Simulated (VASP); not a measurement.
Crystal: MnO.

```
Mn O
1.0
     3.37170    0.00000    0.00000
    -1.68585    2.91998    0.00000
     0.00000    0.00000    5.38550
Mn O
2 2
Direct
  0.33333 0.66667 0.01096
  0.66667 0.33333 0.51096
  0.33333 0.66667 0.37547
  0.66667 0.33333 0.87547
```

Measurements of this composition are mostly on another form, of space group No. 225.

Base run:

```yaml
Program: VASP 6.6.1
Functional: PBEsol
Potentials_or_basis: VASP PAW PBE potentials, release 64 (Mn_pv, O)
Cutoff: 520 eV
k_mesh: 6 × 6 × 4
Occupations: gaussian, width 0.05 eV
Spin: collinear spin, ferromagnetic start
Starting_moments: "[4.0, 4.0, 0.0, 0.0] μB"
```

Its results: pressure 1.3 GPa; site moments Mn +4.40; O +0.20 μB; largest force 0.598 eV/Å.

Question: After a change of settings the same cell gave: pressure -12.9 GPa; site moments Mn +1.14; O -0.10 μB; largest force 1.619 eV/Å. Which change was it?
A. fixed moment from none to 2 μB; hubbard terms from none to Mn d U = 7 eV
B. further incar settings from ALGO = Fast; EDIFF = 1e-06; NBANDS = 31 to ALGO = Fast; EDIFF = 1e-07; NBANDS = 31; hubbard terms from none to Mn d U = 7 eV
C. further incar settings from ALGO = Fast; EDIFF = 1e-06; NBANDS = 31 to ALGO = Normal; EDIFF = 1e-07; NBANDS = 31; fixed moment from none to 4 μB
D. spin from collinear spin, ferromagnetic start to collinear spin, random start; moments at the start from [4.0, 4.0, 0.0, 0.0] to [3.16, 3.91, 0.0, 0.0]

Answer: A.

Caveats: the PAW data sets were made with another functional, which shifts forces and pressure a little; only a ferromagnetic start was run, and an antiferromagnetic order may lie lower in energy; the moment is held away from its start (some runs); the total moment is fixed, so each spin has its own Fermi level (some runs).
